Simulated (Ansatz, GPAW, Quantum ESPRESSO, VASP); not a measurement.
**Al: programs and potentials compared**

```
Al
1.0
     0.00000    2.02481    2.02481
     2.02481    0.00000    2.02481
     2.02481    2.02481    0.00000
Al
1
Cartesian
  0.0000 0.0000 0.0000
```

Alike in all runs: task band structure; functional PBE; k mesh 11 × 11 × 11; occupations fermi-dirac, width 0.05 eV; no spin polarisation; no spin-orbit coupling. Pressure is positive in compression and, in plane waves, holds the error of the finite cutoff, which Ansatz's Pulay term estimates and takes out.

```
                                program and potentials  plane-wave cutoff (eV)                                                                     notes  pressure (GPa)
                        Ansatz, Ansatz PAW polarizable                     420  3 valence electrons an atom on average; Pulay term of +0.07 GPa included           -0.42
     GPAW, PAW data sets generated for this functional                     600                                    3 valence electrons an atom on average           -0.30
                     VASP, PBE PAW files Al_GW, 550 eV                     550                                    3 valence electrons an atom on average           -0.58
            GPAW, GPAW PAW data sets (gpaw-data 1.2.1)                     600                                    3 valence electrons an atom on average           -0.30
    Quantum ESPRESSO, PseudoDojo 0.4.1 SR PBE standard                     544                                    3 valence electrons an atom on average           -0.66
                           Ansatz, SSSP efficiency PAW                     408                                    3 valence electrons an atom on average           -0.48
Ansatz, Ansatz PAW (files of its older set among them)                     900                                   11 valence electrons an atom on average           -0.43
                                       Ansatz, SPMS NC                     381  3 valence electrons an atom on average; Pulay term of +0.13 GPa included           -0.68
              Ansatz, PseudoDojo stringent (PBE files)                     544                                    3 valence electrons an atom on average           -0.66
```

The pressure spans -0.68 (Ansatz, SPMS NC) to -0.30 GPa (GPAW, PAW data sets generated for this functional).

The functional is the same throughout but for its coding, so the spread measures potentials, basis and numerics; runs on potential files found faulty are left out.

Every run puts the cell under slight tension, so PBE aluminium would contract a little from this volume. The pressures are small against the bulk modulus of the metal, and their spread corresponds to only a minor difference in equilibrium lattice constant.

The choice of potential seems to matter more than the program. Quantum ESPRESSO and Ansatz both give -0.66 GPa with PseudoDojo potentials, whereas Ansatz alone covers much of the range as its potentials change. The three norm-conserving runs show the strongest tension, beyond every PAW result, which probably reflects how each construction represents the core region and its overlap with the valence density.

Freezing the 2s and 2p shells is unlikely to be the main source: the Ansatz PAW runs with 3 and 11 valence electrons give -0.42 and -0.43 GPa. This fits a nearly free-electron sp metal whose compact, deep core hardly responds to small changes in volume. Without an all-electron reference, the agreement within a family of potentials doesn't establish which value is most accurate.
